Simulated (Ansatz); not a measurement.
AlNi:

```
Ni Al
1.0
     2.88100    0.00000    0.00000
     0.00000    2.88100    0.00000
     0.00000    0.00000    2.88100
Ni Al
1 1
Direct
  0.50000 0.50000 0.50000
  0.00000 0.00000 0.00000
```

Below is the output of Ansatz 0.2.0 for this cell. Logs are shortened: lines on timing, memory, paths and dates and some standing lists are left out, and cuts for length are marked.

```text
Warning: output.stress: scf.convergence.dr2_threshold = 1e-7 eV (the SCF's general default) is looser than the 2e-10 eV advised for a printed stress (1e-10 eV for each atom of the cell: 2). What an SCF threshold leaves in a stress goes as its square root, and in the free energy as the threshold itself, and one threshold admits the most on a small cell: of the crystals measured, under no hybrid functional and no lock of the moments, on runs that ended without the residual-converged pass, on stresses that held no estimate of that error, the worst erred by over 100 MPa in a component at 1e-7 eV an atom and by under 5 at 1e-10. Set scf.convergence.dr2_threshold to 2e-10 eV or tighter. The threshold is an SCF's pass mark: one that does not reach it within its budget of iterations ends unconverged, or closes short of it on a stop that the run arms, and scf.convergence.dr2_threshold's page says what that costs each kind of run
Warning: RAYON_NUM_THREADS=2 ignored (pool sized by the plan → 2); use --threads N
Engine: ansatz 0.2.0, aarch64-unknown-linux-gnu
Pseudopotentials: kind: paw
Pseudopotential: Ni, paw, valence charge 18, recommended cutoff 420 eV (normal), Ni.paw.azcp
Pseudopotential: Al, paw, valence charge 3, recommended cutoff 420 eV (normal), Al.paw.azcp
Functional definition: PBEsol
  exchange = pbesol_x
  correlation = pbesol_c
Crystal: 2 atoms, lattice volume = 23.913 Å³
Basis set: ecut = 420 eV, 461 PW (Γ), exchange–correlation on 40×40×40 points (8 copies of the dense FFT grid, shifted against one another)
Bands: 15, of which v1, the nominal top of the filled ones, is band 11 counted from 1 (10 counted from 0)
Symmetry: 48 space group operations
Space group: Pm-3m (ITA 221), of the structure as read, at distance tolerance 2.9e-5 Å
Magnetic group: BNS 221.92 (UNI 1594), of the structure as read, at distance tolerance 2.9e-5 Å
k-points: 35 of 512
Non-local potential: Ni, projectors of the file, l = 0: 3, l = 1: 2, l = 2: 3, l = 3: 1
Non-local potential: Al, projectors of the file, l = 0: 2, l = 1: 2, l = 2: 1
PAW form: soft (Blöchl's): semilocal exchange-correlation on the pseudo side does not see the compensation charge
PAW frozen core: Ni, regenerated for the run's functional, and the local potential with it (the file was generated under x = pbe(κ = 0.804, μ = 0.2195149727645171), c = pbe(β = 0.06672455060314922))
PAW frozen core: Al, regenerated for the run's functional, and the local potential with it (the file was generated under x = pbe(κ = 0.804, μ = 0.2195149727645171), c = pbe(β = 0.06672455060314922))
PAW one-centre angular grid: Ni, 590 points (default); XC on 64 Gauss nodes
PAW one-centre angular grid: Al, 110 points (default); XC on 64 Gauss nodes
[... 17 lines left out ...]
  greatest PAW one-centre occupation: 1.001 electrons in one spin orbital (limit 2), on the Ni atom at site 0 (counted from 0), in its partial waves of l = 1
SCF converged after 10 iterations
Stability checked in part: among states of this total moment the steps that led to this state did not find it unstable. No probe was made; neither looks for a lower state of another moment (fixed_total_moment; see scf.lower_state_search)
Magnetization: 0.2000 μB (10.6000 up, 10.4000 down)
Absolute magnetization: 0.2000 μB (∫|ρ↑−ρ↓|, with the PAW one-centre terms)
Spin contamination: 0.0003 ħ² per cell (⟨S²⟩ above its minimum at these occupations)
Per-site moments (μB) at R_I (Å): [(0.16257857321045846, 1.0291954151749743), (0.01377819282740758, 1.0291954151749743)]
Free energy (F): -6330.848360 eV
Harris-Foulkes:  -6330.848360 eV  (|F-HF|=9.09e-12)
Internal energy: -6330.841051 eV  (E = F + TS)
E sigma→0 (E₀):  -6330.844706 eV
Entropy (-TS):   -0.007309 eV (-3.654 meV/atom)
Fermi energy:    13.871598 (↑ 14.034791, ↓ 13.708405) eV
--- Per-component energies (eV) ---
  E_band       = -337.779971
  E_kinetic    = 311.304137
  E_local      = -4445.977385  (includes V_loc(G=0)·N_el)
  E_nonlocal   = 648.687080
  E_hartree    = 1910.874521
  E_xc         = -125.556187
  E_vxc        = -140.686324  (∫ρ·V_xc dr)
  E_paw        = -2052.775734  (= ΣΔE_a)
  E_vpaw       = -532.856693  (= ΣTr[D̂ρ^β])
  E_aug_tail   = 0.000464  (compensation charges beyond the density's cutoff)
  E_ewald      = -2577.614375
  E_core_change = 0.216428  (= ΣΔE_core)
  E_smearing   = -0.007309  (= −TS)
  E_closure    = 0.000000  (closes the sum)
  Σ components = -6330.848360   (vs F -6330.848360, Δ=0.00e0)
--- Forces (eV/Å), atoms counted from 1 ---
  atom   1  Ni     0.00000000     0.00000000     0.00000000
  atom   2  Al    -0.00000000    -0.00000000    -0.00000000
  max |Σ_I F_I| component: 2.77e-29 eV/Å
--- Stress (GPa, compression-positive) ---
       -3.082969       0.000000       0.000000
        0.000000      -3.082969       0.000000
        0.000000       0.000000      -3.082969
  P = ⅓ Tr σ = -3.0830 GPa (-30.830 kbar)
--- Band table (eV; the first three rows and the last of 70) ---
  k-point 0 ↑: bands = ["-89.2611", "-49.8063", "-49.8063", "-49.8063", "2.6731", "10.5025", "10.5025", "12.2421", "12.2421", "12.2421", "19.2989", "19.2989", "19.2989", "21.9192", "21.9192"]
  k-point 1 ↑: bands = ["-89.2609", "-49.8097", "-49.8060", "-49.8060", "2.9603", "10.4728", "10.5675", "12.1232", "12.1232", "12.2551", "17.1214", "19.6724", "19.6724", "21.9371", "23.7591"]
  k-point 2 ↑: bands = ["-89.2604", "-49.8179", "-49.8054", "-49.8054", "3.8088", "10.1344", "10.7294", "11.8611", "11.8611", "12.2865", "14.6012", "20.7031", "20.7031", "21.9868", "25.4319"]
  k-point 34 ↓: bands = ["-89.0730", "-49.6461", "-49.6461", "-49.6461", "9.7786", "9.7786", "9.7786", "12.9765", "12.9765", "15.8178", "15.8178", "15.8178", "17.5830", "18.3680", "18.3680"]
```

Problem. What input gives this log?

Solution. Single point with PBEsol, collinear spin, ferromagnetic start. The files as run (others can give the same):

input.yaml
```yaml
crystal:
  lattice:
    - [2.881, 0.0, 0.0]
    - [0.0, 2.881, 0.0]
    - [0.0, 0.0, 2.881]
  atoms:
    - { symbol: Ni, position: [0.5, 0.5, 0.5], spin: 0.2 }
    - { symbol: Al, position: [0.0, 0.0, 0.0] }
hamiltonian:
  xc: pbesol
  pseudopotentials: { kind: paw }
magnetization:
  spin_polarized: true
  initial_magnetization: 0.2
  spin_locking: { lock_magnetization: hard }
kpoints:
  mp_grid: { grid: [8, 8, 8] }
scf:
  occupations: { method: fermi_dirac, width: 0.05 }
  lower_state_search: "off"
output:
  forces: true
  stress: true
  eigenvalues: true
```

Potentials or basis: Ansatz PAW.
Launch:
```bash
$ ansatz run input.yaml --threads 2 --pin off --max-ram 5632MiB --backend cpu --events-out ev --progress --plain --runs-dir out
```

Caveat: the total moment is fixed, so each spin has its own Fermi level; the PAW data sets come from PBE, with cores solved anew for the run's functional, which leaves a small shift of forces and pressure; the thresholds are loose for stress.
